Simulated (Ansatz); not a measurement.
Crystal: MoS2, a slab with vacuum.

```
Mo S
1.0
     3.18454    0.00000    0.00000
    -1.59227    2.75789    0.00000
     0.00000    0.00000   21.67053
Mo S
2 4
Direct
  0.33333 0.66667 0.85116
  0.66667 0.33333 0.14884
  0.66667 0.33333 0.77963
  0.33333 0.66667 0.07725
  0.66667 0.33333 0.92275
  0.33333 0.66667 0.22037
```

Base run:

* Program: Ansatz 0.2.0
* Functional: r2SCAN
* Potentials or basis: Ansatz PAW
* Cutoff: 500 eV
* Density cutoff: 2000 eV
* k mesh: 10 × 10 × 2
* Occupations: fermi-dirac, width 0.05 eV
* Spin: no spin polarisation

Its results: band gap on the k mesh 1.46 eV, indirect (least direct gap 2.00 eV); largest force 0.034 eV/Å.

Q: The run is repeated on the same cell with these changes: functional from r2SCAN to PBEsol; cutoff from 500 eV to 420 eV; density cutoff from 2000 eV to 1680 eV. What comes out?

A: Band gap on the k mesh 1.38 eV, indirect (least direct gap 1.89 eV); largest force 0.133 eV/Å.

Caveats: the PAW data sets come from PBE, with cores solved anew for the run's functional, which leaves a small shift of forces and pressure; the density of states is complete only up to the lowest level of the last band computed.

A k mesh can miss the band edges.

Not every run made on this cell is shown here.
